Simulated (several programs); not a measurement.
## CuCl (F-43m) from semi-empirical methods to plane-wave DFT

CuCl (F-43m) from a database of computed structures, relaxed with r2SCAN in Ansatz, was computed with several methods. It is cubic, F-43m (No. 216); conventional cell a = 5.357 Å, 19.22 Å³ an atom. Around Cu lie 4 Cl at 2.32 Å; around Cl lie 4 Cu at 2.32 Å. No spin polarisation and no zero-point or thermal motion.

```
Cu Cl
1.0
     1.89422    1.09363    3.09295
    -1.89422    1.09363    3.09295
     0.00000   -2.18726    3.09295
Cu Cl
1 1
Direct
  0.99149 0.99149 0.99149
  0.24151 0.24151 0.24151
```

Gaps and times are for a single point on this cell; volume and bulk modulus come from each method's own relaxation or energy curve at fixed shape. Times are rough, from shared hosts (AMD EPYC 7R13 Processor; Arm Neoverse V2; Intel Xeon 6975P-C), and each method has its own mesh and cell size. A dagger marks a closed or tiny gap in a crystal that DFT finds insulating: a failure of the method or a wrong SCF state. PM7 (MOPAC), GFN1-xTB (tblite), GFN2-xTB (tblite) treat a cluster of cells at its zone centre, which samples few k points: where these miss a band edge, the gap comes out too large for that reason alone. Gaps from k meshes are read at a limited set of points (mesh, symmetry points, PBE's band edges), so each method's own least gap may be somewhat smaller. xTB and the PM methods were fitted mostly to molecules, and can miss a solid's gap by electronvolts. Minimal bases can be far off for gaps. Times of the plane-wave ladder aren't listed, since it ran on unlike processors and cards. GLLB-SC's gap includes the derivative discontinuity. d marks a direct gap, i an indirect one (no mark: not told apart), a dash a value that wasn't computed or didn't pass its checks.

```json
{"method": "PBEsol", "kind": "semilocal", "gap (eV)": "–", "own volume (Å³/atom)": "18.50", "bulk modulus (GPa)": "–", "atoms computed": "2", "processor time": "–"}
{"method": "light PBE (260 eV and a coarse mesh)", "kind": "light plane-wave", "gap (eV)": "0.84 d", "own volume (Å³/atom)": "–", "bulk modulus (GPa)": "–", "atoms computed": "2", "processor time": "0.98 s"}
{"method": "GFN1-xTB (tblite)", "kind": "tight binding", "gap (eV)": "1.82", "own volume (Å³/atom)": "20.89", "bulk modulus (GPa)": "60", "atoms computed": "cluster", "processor time": "2.9 s"}
{"method": "LDA", "kind": "semilocal", "gap (eV)": "0.45 d", "own volume (Å³/atom)": "17.65", "bulk modulus (GPa)": "–", "atoms computed": "2", "processor time": "–"}
{"method": "GFN2-xTB (tblite)", "kind": "tight binding", "gap (eV)": "2.55", "own volume (Å³/atom)": "18.55", "bulk modulus (GPa)": "59", "atoms computed": "cluster", "processor time": "3.9 s"}
{"method": "PBE", "kind": "semilocal", "gap (eV)": "0.60 d", "own volume (Å³/atom)": "19.95", "bulk modulus (GPa)": "49", "atoms computed": "2", "processor time": "–"}
{"method": "PBE/single zeta (GPAW)", "kind": "small basis", "gap (eV)": "overlap 0.06†", "own volume (Å³/atom)": "–", "bulk modulus (GPa)": "–", "atoms computed": "2", "processor time": "5.2 s"}
{"method": "PBE/SZV (CP2K)", "kind": "small basis", "gap (eV)": "0.00†", "own volume (Å³/atom)": "–", "bulk modulus (GPa)": "–", "atoms computed": "2", "processor time": "6.2 s"}
{"method": "r2SCAN", "kind": "semilocal", "gap (eV)": "0.97 d", "own volume (Å³/atom)": "19.22", "bulk modulus (GPa)": "57", "atoms computed": "2", "processor time": "–"}
{"method": "PBE/DZVP (CP2K)", "kind": "small basis", "gap (eV)": "0.55 d", "own volume (Å³/atom)": "20.36", "bulk modulus (GPa)": "45", "atoms computed": "2", "processor time": "20 s"}
{"method": "GLLB-SC (GPAW)", "kind": "model potential", "gap (eV)": "2.54", "own volume (Å³/atom)": "–", "bulk modulus (GPa)": "–", "atoms computed": "2", "processor time": "22 s"}
{"method": "PBE0", "kind": "hybrid", "gap (eV)": "3.12 d", "own volume (Å³/atom)": "–", "bulk modulus (GPa)": "–", "atoms computed": "2", "processor time": "–"}
{"method": "PM7 (MOPAC)", "kind": "semi-empirical", "gap (eV)": "3.78", "own volume (Å³/atom)": "–", "bulk modulus (GPa)": "–", "atoms computed": "cluster", "processor time": "82 s"}
{"method": "HSE06", "kind": "hybrid", "gap (eV)": "2.41 d", "own volume (Å³/atom)": "20.23", "bulk modulus (GPa)": "–", "atoms computed": "2", "processor time": "–"}
{"method": "r2SCANh", "kind": "hybrid", "gap (eV)": "1.92 d", "own volume (Å³/atom)": "–", "bulk modulus (GPa)": "–", "atoms computed": "2", "processor time": "–"}
{"method": "Hartree-Fock", "kind": "exact exchange", "gap (eV)": "11.09 d", "own volume (Å³/atom)": "–", "bulk modulus (GPa)": "–", "atoms computed": "2", "processor time": "–"}
{"method": "DDH-PBE0", "kind": "hybrid", "gap (eV)": "2.51 d", "own volume (Å³/atom)": "–", "bulk modulus (GPa)": "–", "atoms computed": "2", "processor time": "–"}
```

Against HSE06 (2.41 eV) and with closed or daggered gaps left aside, the nearest gap at the points sampled is that of DDH-PBE0 (+0.10 eV) and the farthest that of Hartree-Fock (+8.68 eV). HSE06 is only a yardstick of convenience, and nearness to it can be luck.

Volumes against r2SCAN's: PBEsol -3.8 %, GFN1-xTB (tblite) +8.7 %, LDA -8.2 %, GFN2-xTB (tblite) -3.5 %, PBE +3.8 %, PBE/DZVP (CP2K) +5.9 %, HSE06 +5.2 %.
